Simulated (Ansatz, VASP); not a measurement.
This is a calculation of InAs for VASP 6.6.1.

File INCAR:

```
PREC     = Accurate       # precision mode
ENCUT    = 520            # plane-wave cutoff, eV
EDIFF    = 1E-7           # SCF threshold, eV
ISMEAR   = -1             # smearing method
SIGMA    = 0.05           # smearing width, eV
LREAL    = False          # projectors in reciprocal space
LASPH    = True           # aspherical terms in the spheres
NELM     = 60             # most SCF steps
ALGO     = Normal         # electronic algorithm
ISIF     = 2              # what is computed and relaxed
LWAVE    = False          # write WAVECAR
LCHARG   = False          # write CHGCAR
GGA      = PE             # functional
NBANDS   = 16             # bands
```

KPOINTS

```
Automatic mesh
0
Gamma
  8 8 8
```

Contents of POSCAR:

```
InAs
1.0
    0.0000000000      2.9977443561      2.9977443561
    2.9977443561      0.0000000000      2.9977443561
    2.9977443561      2.9977443561      0.0000000000
In As
1 1
Direct
    0.0000000000      0.0000000000      0.0000000000
    0.7500000000      0.7500000000      0.7500000000
```

Potentials or basis: VASP PAW PBE potentials, release 64 (In_d, As).

The run is started by

```console
$ cat potpaw_PBE.64/In_d/POTCAR potpaw_PBE.64/As/POTCAR > POTCAR
$ mpirun -np 1 vasp_std > vasp.out
```

Question: Translate it to Ansatz 0.2.0. Potentials there: Ansatz PAW.

Answer: As run (the cutoff follows the program's own potentials):

Contents of input.yaml:

```yaml
crystal:
  lattice:
    - [0.0, 2.9977443561, 2.9977443561]
    - [2.9977443561, 0.0, 2.9977443561]
    - [2.9977443561, 2.9977443561, 0.0]
  atoms:
    - { symbol: In, position: [0.0, 0.0, 0.0] }
    - { symbol: As, position: [0.75, 0.75, 0.75] }
hamiltonian:
  xc: pbe
  pseudopotentials: { kind: paw }
kpoints:
  mp_grid: { grid: [8, 8, 8] }
scf:
  occupations: { method: fermi_dirac, width: 0.05 }
output:
  forces: true
  stress: true
  eigenvalues: true
```

Potentials or basis: Ansatz PAW.

The run is started by

```sh
$ ansatz run input.yaml --threads 1 --pin off --max-ram 3584MiB --backend cpu --events-out ev --progress --plain --runs-dir out
```

Both were run:

|  | VASP | Ansatz | Ansatz less VASP |
| --- | --- | --- | --- |
| gap on the k mesh at the Fermi level (eV) | none | none | - |
| pressure (GPa) | 5.8 | 5.7 | -0.08 |

A gap of «none» marks a metal or a gap that the smearing closes. The functional is the same, so the differences come from potentials, cutoffs and numerics. The two sets of potentials don't hold the same shells in valence.
